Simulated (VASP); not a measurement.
HfSiO4, 12 atoms in the cell. It takes space group I4_1/amd (No. 141, tetragonal). Conventional cell: a = 6.572 Å, b = 6.572 Å, c = 5.963 Å, α = 90.00°, β = 90.00°, γ = 90.00°. Hf (site symmetry -4m2) is surrounded by 8 O at 2.11 to 2.26 Å. Around Si (site symmetry -4m2) lie 4 O at 1.62 Å. Around O (site symmetry m) lie 1 Si at 1.62 Å. 

```yaml
Program: VASP 6.6.1
Task: relaxation of cell and atoms
Functional: PBE
Potentials_or_basis: VASP PAW PBE potentials, release 64 (Hf_pv, Si, O)
Cutoff: 600 eV
k_mesh: 4 × 4 × 4
Occupations: gaussian, width 0.01 eV
Spin: no spin polarisation
Dipole_correction: no
Further_INCAR_settings: ALGO = Fast; EDIFF = 1e-07; IBRION = 2; EDIFFG = -0.003; NSW = 100; ISIF = 3
```

Potentials or basis: VASP PAW PBE potentials, release 64 (Hf_pv, Si, O).

Launch:

```sh
$ cat potpaw_PBE.64/Hf_pv/POTCAR potpaw_PBE.64/Si/POTCAR potpaw_PBE.64/O/POTCAR > POTCAR
$ mpirun -np 1 vasp_std > vasp.out
```

Hardware: 1 thread of Intel(R) Xeon(R) 6975P-C (Granite Rapids), on a shared host.

Question: How long does it take, and how much memory?

Answer: Wall time 6.2 min on 1 thread of Intel(R) Xeon(R) 6975P-C (Granite Rapids), on a shared host, peak memory 0.39 GiB. Counts: scf iterations 104, k points 13, ion steps 11.
